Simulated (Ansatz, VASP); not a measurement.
**Na: VASP beside Ansatz**

INCAR

```
ALGO = Normal
EDIFF = 1E-6
ENCUT = 520
GGA = PE
ISIF = 2
ISMEAR = 0
LASPH = True
LCHARG = True
LELF = True
LREAL = False
LVHAR = True
LWAVE = False
NBANDS = 10
NELM = 60
PREC = Accurate
SIGMA = 0.1
```

Contents of KPOINTS:

```
k-points
0
Gamma
  14 14 14
```

File POSCAR:

```
Na
1.0
   -2.0521418378      2.0521418378      2.0521418378
    2.0521418378     -2.0521418378      2.0521418378
    2.0521418378      2.0521418378     -2.0521418378
Na
1
Direct
    0.0000000000      0.0000000000      0.0000000000
```

Input for Ansatz:

```yaml
crystal:
  lattice:
    - [-2.0521418378, 2.0521418378, 2.0521418378]
    - [2.0521418378, -2.0521418378, 2.0521418378]
    - [2.0521418378, 2.0521418378, -2.0521418378]
  atoms:
    - { symbol: Na, position: [0.0, 0.0, 0.0] }
basis:
  ecutwfc: 420
kpoints:
  mp_grid: { grid: [14, 14, 14] }
hamiltonian:
  xc: pbe
scf:
  occupations: { method: gaussian, width: 0.1 }
output:
  forces: true
  stress: true
  eigenvalues: true
```

Alike in both runs: task single point; functional PBE; k mesh 14 × 14 × 14; occupations gaussian, width 0.1 eV; no spin polarisation.

|  | VASP | Ansatz |
| --- | --- | --- |
| version | VASP 6.6.1 | Ansatz 0.2.0 |
| potentials or method | VASP PAW PBE potentials, release 64 (Na_pv) | scalar-relativistic, plane waves, PAW |
| plane-wave cutoff (eV) | 520 | 420 |
| valence electrons in the cell | 7 | 9 |

|  | VASP | Ansatz | Ansatz less VASP |
| --- | --- | --- | --- |
| gap on the k mesh at the Fermi level (eV) | none | none | - |
| pressure (GPa) | 0.6 | 0.6 | +0.04 |

A gap of «none» marks a metal or a gap that the smearing closes. The two sets of potentials don't hold the same shells in valence.
